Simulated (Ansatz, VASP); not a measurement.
**One calculation of Pt, two programs**

```
Pt
1.0
     0.00000    2.72471    2.72471
     2.72471    0.00000    2.72471
     2.72471    2.72471    0.00000
Pt
2
Direct
  0.87500 0.87500 0.87500
  0.12500 0.12500 0.12500
```

Change from the starting cell: volume scaled by 0.84, LAPW.

Alike in both runs: task single point; functional PBE; k mesh 14 × 14 × 14; occupations fermi-dirac, width 0.05 eV; no spin polarisation.

```csv
,VASP,Ansatz
version,VASP 6.6.1,Ansatz 0.2.0
potentials or method,"VASP PAW PBE potentials, release 64 (Pt), cutoff 520 eV","all-electron LAPW, scalar-relativistic"
```

|  | VASP | Ansatz | Ansatz less VASP |
| --- | --- | --- | --- |
| pressure (GPa) | 30.8 | 32.0 | +1.25 |

Ansatz ran all-electron here, so the differences hold the error of VASP's frozen core and of both bases.

Caveats: so large a pressure means that the cell lies far from this level's equilibrium, or that cutoff or potentials fall short (VASP). The runs have no spin-orbit coupling, so splittings on Pt are missing.
